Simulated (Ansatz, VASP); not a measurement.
IrO in VASP and in Ansatz

```
CELL_PARAMETERS angstrom
0.00000 2.36481 2.36481
2.36481 0.00000 2.36481
2.36481 2.36481 0.00000
ATOMIC_POSITIONS crystal
Ir 0.00000 0.00000 0.00000
O 0.25000 0.25000 0.25000
```

Alike in both runs: functional r2SCAN; k mesh 16 × 16 × 16; occupations gaussian, width 0.1 eV; no spin polarisation.

Ansatz relaxed the structure, and its values are those at the end. VASP's run is a single point on that final structure, the one shown.

|  | VASP | Ansatz |
| --- | --- | --- |
| version | VASP 6.6.1 | Ansatz 0.2.0 |
| potentials or method | VASP PAW PBE potentials, release 64 (Ir, O) | scalar-relativistic, plane waves, PAW |
| plane-wave cutoff (eV) | 520 | 500 |
| valence electrons in the cell | 15 | 23 |

```csv
,VASP,Ansatz,Ansatz less VASP
gap on the k mesh at the Fermi level (eV),none,none,-
pressure (GPa),2.2,0.0,-2.21
```

A gap of «none» marks a metal or a gap that the smearing closes. With one functional, cell and mesh, what is left measures potentials, basis and numerics. The two sets of potentials don't hold the same shells in valence.

Caveats: the PAW data sets were made with another functional, which shifts forces and pressure a little (VASP); an odd number of electrons without spin polarisation forces a metal; a magnetic or distorted state may lie lower. Spin-orbit coupling is left out, which matters for the levels of Ir.
